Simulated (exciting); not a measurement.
# Hf: energy against volume and a worked fit

```
CELL_PARAMETERS angstrom
0.00000 2.22000 2.22000
2.22000 0.00000 2.22000
2.22000 2.22000 0.00000
ATOMIC_POSITIONS crystal
Hf 0.00000 0.00000 0.00000
```

This isn't the form of Hf at room conditions, which is hcp.

The cell was scaled at fixed shape and fractions and run with exciting, all-electron LAPW+lo, shipped species files, valence relativity iora*; PBEsol, k mesh 10 × 10 × 10 on the cell of 1 atom, fermi-dirac occupations of 0.05 eV, no spin polarisation, no spin-orbit coupling. Energies are those that the program minimises, any entropy of the smearing included. For a metal such a mesh isn't converged to the digits shown.

```csv
V (Å³/atom),energy over the lowest row (meV/atom)
20.5692,15.50
21.0068,4.35
21.4445,0.00
21.8821,?
22.3197,9.53
22.7574,22.72
23.1950,39.84
```

Problem. Fit the third-order Birch-Murnaghan form, give V0, B0 and B′, and predict the energy left open.

Solution. With y = (V0/V)^(2/3), E = E0 + (9 V0 B0/16) [(y - 1)³ B′ + (y - 1)² (6 - 4y)]. Least squares through the rows shown give V0 = 21.5164 Å³/atom, E0 = -0.08 meV, B0 = 111.1 GPa (1 eV/Å³ = 160.218 GPa) and B′ = 4.08, with a largest miss of 0.23 meV, so B0 and B′ are loose. At V = 21.8821 the form with these constants gives 2.01 meV; the run gave 2.23 meV an atom.
